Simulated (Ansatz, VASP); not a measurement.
## One calculation of AlNi, two programs

Contents of INCAR:

```
SYSTEM = AlNi
PREC = Accurate ; ENCUT = 520
EDIFF = 1E-6 ; ISMEAR = 0
SIGMA = 0.15 ; LREAL = .False.
LASPH = .True. ; NELM = 80
ALGO = Normal ; ISIF = 2
LWAVE = .False. ; LCHARG = .True.
GGA = PS ; LELF = .True.
LVHAR = .True. ; NBANDS = 14
```

Contents of KPOINTS:

```
regular mesh
0
Gamma
  18 18 18
  0 0 0
```

The input POSCAR:

```
AlNi
1.0
    3.0488682871      0.7622170718      0.7622170718
    0.7622170718      3.0488682871      0.7622170718
    0.7622170718      0.7622170718      3.0488682871
Al Ni
1 1
Direct
    0.0000000000      0.0000000000      0.0000000000
    0.5000000000      0.5000000000      0.5000000000
```

Input for Ansatz:

```yaml
crystal:
  lattice:
    - [3.0488682871, 0.7622170718, 0.7622170718]
    - [0.7622170718, 3.0488682871, 0.7622170718]
    - [0.7622170718, 0.7622170718, 3.0488682871]
  atoms:
    - { symbol: Al, position: [0.0, 0.0, 0.0] }
    - { symbol: Ni, position: [0.5, 0.5, 0.5] }
basis:
  ecutwfc: 420
kpoints:
  mp_grid: { grid: [18, 18, 18] }
hamiltonian:
  xc: pbesol
scf:
  occupations: { method: gaussian, width: 0.15 }
output:
  forces: true
  stress: true
  eigenvalues: true
```

Alike in both runs: task single point; functional PBEsol; k mesh 18 × 18 × 18; occupations gaussian, width 0.15 eV; no spin polarisation.

|  | VASP | Ansatz |
| --- | --- | --- |
| version | VASP 6.6.1 | Ansatz 0.2.0 |
| potentials or method | VASP PAW PBE potentials, release 64 (Al, Ni) | scalar-relativistic, plane waves, PAW |
| plane-wave cutoff (eV) | 520 | 420 |
| valence electrons in the cell | 13 | 21 |

|  | VASP | Ansatz | Ansatz less VASP |
| --- | --- | --- | --- |
| gap on the k mesh at the Fermi level (eV) | none | none | - |
| pressure (GPa) | 24.0 | 24.0 | +0.05 |

A gap of «none» marks a metal or a gap that the smearing closes. The functional is the same, so the differences come from potentials, cutoffs and numerics. The two sets of potentials don't hold the same shells in valence.

Caveats: so large a pressure means that the cell lies far from this level's equilibrium, or that cutoff or potentials fall short (VASP); the potentials were made for another functional, which shifts forces and pressure (VASP). Spin polarisation is off, so any magnetic state and its effect on volume and gap are missing.
